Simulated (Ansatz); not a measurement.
# AlCu₃ (Pm-3m), rigid cleavage

The calculation used Ansatz, DFT r2SCAN, scalar-relativistic, plane waves, PAW. Settings: plane waves to 500 eV, k-mesh 13×13×5 (Γ-centred), Gaussian smearing 0.15 eV. No spin polarisation. Energies are free energies at this smearing, counted from the undisturbed cell; pressure is positive in compression.

Reference structure (relaxed at this level; it needn't be the usual structure):

```xyz
12
Lattice="0.0000 -3.6418 0.0000 0.0000 0.0000 -3.6418 10.9254 0.0000 0.0000" Properties=species:S:1:pos:R:3 pbc="T T T"
Al   10.0148    0.0000    0.0000
Al    2.7312    0.0000    0.0000
Al    6.3730    0.0000    0.0000
Cu    0.9103   -1.8209    0.0000
Cu    4.5521   -1.8209    0.0000
Cu    8.1939   -1.8209    0.0000
Cu    0.9103    0.0000   -1.8209
Cu    4.5521    0.0000   -1.8209
Cu    8.1939    0.0000   -1.8209
Cu    2.7312   -1.8209   -1.8209
Cu    6.3730   -1.8209   -1.8209
Cu   10.0148   -1.8209   -1.8209
```

The cut lies on the cell's a–b face, a (1 0 0) plane (indices in the standard cell, whose axes needn't be the Cartesian ones shown) of area 13.26 Å², between layers 1.82 Å apart. Vector c is lengthened by d along the normal with the atoms' Cartesian places fixed: one unrelaxed cut a cell. The cell is metallic on the mesh throughout.

d (Å), energy (J/m²) and a bar:
```
     0.00       0.00
     0.50       0.72 ######
     1.00       1.81 ################
     3.00       3.41 ##############################
```

Cost: 4 runs of about 34 core-minutes in all, on Intel Xeon Processor @ 2.50GHz (Skylake/Cascade Lake) (shared hosts).